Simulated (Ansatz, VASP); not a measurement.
## Os: VASP beside Ansatz

Contents of INCAR:

```
  PREC = Accurate
  ENCUT = 520
  EDIFF = 1E-7
  ISMEAR = -1
  SIGMA = 0.1
  LREAL = F
  LASPH = T
  NELM = 80
  ALGO = Normal
  ISIF = 2
  LWAVE = F
  LCHARG = T
  GGA = RP
  LELF = T
  LVHAR = T
  NBANDS = 10
```

Contents of KPOINTS:

```
Automatic mesh
0
Gamma
  16 16 16
```

POSCAR

```
Os
1.0
    0.0000000000      1.9856344094      1.9856344094
    1.9856344094      0.0000000000      1.9856344094
    1.9856344094      1.9856344094      0.0000000000
Os
1
Direct
    0.0000000000      0.0000000000      0.0000000000
```

Input for Ansatz:

```yaml
crystal:
  lattice:
    - [0.0, 1.9856344094, 1.9856344094]
    - [1.9856344094, 0.0, 1.9856344094]
    - [1.9856344094, 1.9856344094, 0.0]
  atoms:
    - { symbol: Os, position: [0.0, 0.0, 0.0] }
hamiltonian:
  xc: rpbe
  pseudopotentials:
    kind: paw
    azcp:
      Os: "pseudopotentials/Os.paw.azcp"
basis:
  ecutwfc: 420
  fft_grid_basis: typed
kpoints:
  mp_grid: { grid: [16, 16, 16], shift: [0, 0, 0] }
magnetization:
  spin_polarized: false
scf:
  occupations: { method: fermi_dirac, width: 0.1 }
  lower_state_search: "off"
output:
  stress: true
```

Alike in both runs: task single point; functional RPBE; k mesh 16 × 16 × 16; occupations fermi-dirac, width 0.1 eV; no spin polarisation.

|  | VASP | Ansatz |
| --- | --- | --- |
| version | VASP 6.6.1 | Ansatz 0.2.0 |
| potentials or method | VASP PAW PBE potentials, release 64 (Os) | plane waves (420 eV) with PAW, scalar-relativistic |
| plane-wave cutoff (eV) | 520 | 420 |
| valence electrons in the cell | 8 | 16 |

VASP gave:

```
pressure (GPa) : -24.6
```

Q: What did Ansatz give for the same quantities?

A: Pressure (GPa): -24.1.

The functional is the same, so the differences come from potentials, cutoffs and numerics. The two sets of potentials don't hold the same shells in valence.

Caveats: so large a pressure means that the cell lies far from this level's equilibrium, or that cutoff or potentials fall short (VASP); the potentials were made for another functional, which shifts forces and pressure (VASP). Spin-orbit coupling is left out, which matters for the levels of Os.
